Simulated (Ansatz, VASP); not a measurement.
**TaN in VASP and in Ansatz**

```
CELL_PARAMETERS angstrom
2.95018 0.00000 0.00000
-1.47509 2.55493 0.00000
0.00000 0.00000 2.89777
ATOMIC_POSITIONS crystal
Ta 0.33333 0.66667 0.50000
N 0.00000 0.00000 0.00000
```

Alike in both runs: task single point; functional PBE; k mesh 18 × 18 × 14; occupations gaussian, width 0.1 eV; non-collinear spin, spin-orbit coupling.

```csv
,VASP,Ansatz
version,VASP 6.6.1,Ansatz 0.2.0
potentials or method,"VASP PAW PBE potentials, release 64 (Ta_pv, N)","plane waves, PAW"
plane-wave cutoff (eV),520,420
valence electrons in the cell,16,18
```

Ansatz gave:

* gap on the k mesh at the Fermi level (eV): none
* pressure (GPa): -0.4
* largest component of the traceless stress (GPa): 0.12
* net moment per atom (μB): 0.00

Estimate VASP's values.

gap on the k mesh at the Fermi level (eV): none; pressure (GPa): 1.0; largest component of the traceless stress (GPa): 0.00; net moment per atom (μB): 0.00.

A gap of «none» marks a metal or a gap that the smearing closes. The two sets of potentials don't hold the same shells in valence.
